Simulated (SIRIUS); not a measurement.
**Ni under changes of volume**

One of the cells (10.492 Å³/atom); the others are scaled copies at fixed shape and fractional positions:

```
CELL_PARAMETERS angstrom
0.00000 1.73757 1.73757
1.73757 0.00000 1.73757
1.73757 1.73757 0.00000
ATOMIC_POSITIONS crystal
Ni 0.00000 0.00000 0.00000
```

* Program: SIRIUS 7.12.0
* Functional: PBEsol
* Potentials or basis: PseudoDojo 0.4.1 PBEsol standard (scalar relativistic)
* Cutoff: 1333 eV
* Density cutoff: 5334 eV
* k mesh: 13 × 13 × 13
* Occupations: fermi-dirac, width 0.05 eV
* Spin: collinear spin, ferromagnetic start
* Starting moments: [1.0] μB

```tsv
volume (Å³/atom)	energy over the lowest point (meV/atom)	pressure (GPa)
9.862	19.54	13.3
10.072	6.13	7.5
10.282	0.00	2.2
10.492	0.33	-2.4
10.702	6.41	-6.6
10.912	17.58	-10.2
11.122	?	?
```

Question: What does the run at 11.122 Å³/atom give?

Answer: Energy over the lowest point 33.29 meV/atom; pressure -13.5 GPa.

Worked out: A Birch-Murnaghan fit of order 3 (a polynomial in V^(-2/3)) to the other rows has its minimum at 10.37 Å³/atom with B0 = V·E''(V) = 231 GPa and B' = 4.9. It gives 33.28 meV/atom at 11.122 Å³/atom, against the run's 33.29, and -dE/dV = -13.6 GPa, against -13.5.

Energies are extrapolated to zero smearing.
